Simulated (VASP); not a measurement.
MoS2, 3 atoms in the cell. The typed cell holds 3 atoms: a = 3.227 Å, b = 3.227 Å, c = 6.312 Å, α = 90.00°, β = 90.00°, γ = 120.00°. The cell comes from a database or a generator and needn't be the stable form of this composition. The cell isn't the ideal one: atoms moved at random, drawn with an rms of 0.05 Å.

* Program: VASP 6.6.1
* Task: single point
* Functional: PBE
* Potentials or basis: VASP PAW PBE potentials, release 64 (Mo_sv, S)
* Cutoff: 520 eV
* k mesh: 9 × 9 × 4
* Occupations: fermi-dirac, width 0.05 eV
* Spin: no spin polarisation
* Further INCAR settings: ALGO = Normal; EDIFF = 1e-07; NBANDS = 20

Potentials or basis: VASP PAW PBE potentials, release 64 (Mo_sv, S).

The run is started by

```bash
$ cat potpaw_PBE.64/Mo_sv/POTCAR potpaw_PBE.64/S/POTCAR > POTCAR
$ mpirun -np 1 vasp_std > vasp.out
```

Hardware: 1 thread of Intel(R) Xeon(R) Platinum 8375C CPU @ 2.90GHz (Ice Lake), on a shared host.

Task: How long does it take, and how much memory?

Result: It took 110 s on 1 thread of Intel(R) Xeon(R) Platinum 8375C CPU @ 2.90GHz (Ice Lake) (shared host), peak memory 0.29 GiB. Counts: scf iterations 16, k points 163.
